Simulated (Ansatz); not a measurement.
A frame of Rb from dynamics at 650 K, with the forces (eV/Å) computed on a k mesh in the last three columns. The calculation used Ansatz 0.2.0, DFT PBE, scalar-relativistic, plane waves, PAW.

Cutoff 420 eV; k points 2×2×2 on the computed 20-atom cell (Γ-centred); Fermi–Dirac smearing, width 0.06 eV; no spin polarisation.

```xyz
20
Lattice="12.365 0.053 0.305 0.053 12.841 0.355 0.305 0.355 12.822" Properties=species:S:1:pos:R:3:forces:R:3 pbc="T T T"
Rb   10.682    4.086   11.863    0.010   -0.070   -0.300
Rb    5.661    8.543   11.219    0.160    0.130    0.220
Rb    5.431    2.014    4.967   -0.100   -0.080   -0.040
Rb    4.323   10.698    2.556    0.150   -0.120    0.050
Rb    1.193    4.545    5.871   -0.030    0.070    0.020
Rb    8.324    1.437    8.318    0.070    0.080   -0.140
Rb    6.530    4.251    1.070   -0.130   -0.090   -0.040
Rb    3.559    9.795    7.818   -0.010    0.050   -0.240
Rb    9.215    7.748    1.481    0.090    0.230   -0.120
Rb   10.697    2.348    2.900   -0.120    0.060    0.160
Rb    4.963    5.303    8.746    0.030   -0.220   -0.050
Rb    8.523   12.956   12.792    0.010   -0.160    0.150
Rb    0.600    0.327    8.393   -0.030    0.150    0.080
Rb    0.639   12.143    4.453    0.050   -0.100    0.190
Rb    4.434    0.463   10.890   -0.100    0.150   -0.020
Rb    0.645    7.307   10.651    0.020    0.240   -0.220
Rb   10.028    9.716    8.011   -0.080   -0.050    0.020
Rb    2.171    5.043    0.954    0.030   -0.090    0.190
Rb    8.782    5.970    5.104   -0.060   -0.060    0.270
Rb    0.082   11.284    0.372    0.050   -0.100   -0.170
```

Static pressure 0.1 GPa (no kinetic part), no gap on the mesh.

Counting as bonded all pairs within 1.3 times the summed covalent radii:

```json
{"atom → neighbour": "Rb → Rb", "mean count": "8.20", "mean length (Å)": "4.88", "spread (Å)": "0.41"}
```

Angles between all pairs of such bonds at an atom (mean ± spread): 98 ± 33° at Rb.

Cost: 1 run of about 5.1 core-minutes, on Arm Neoverse N1 (shared hosts).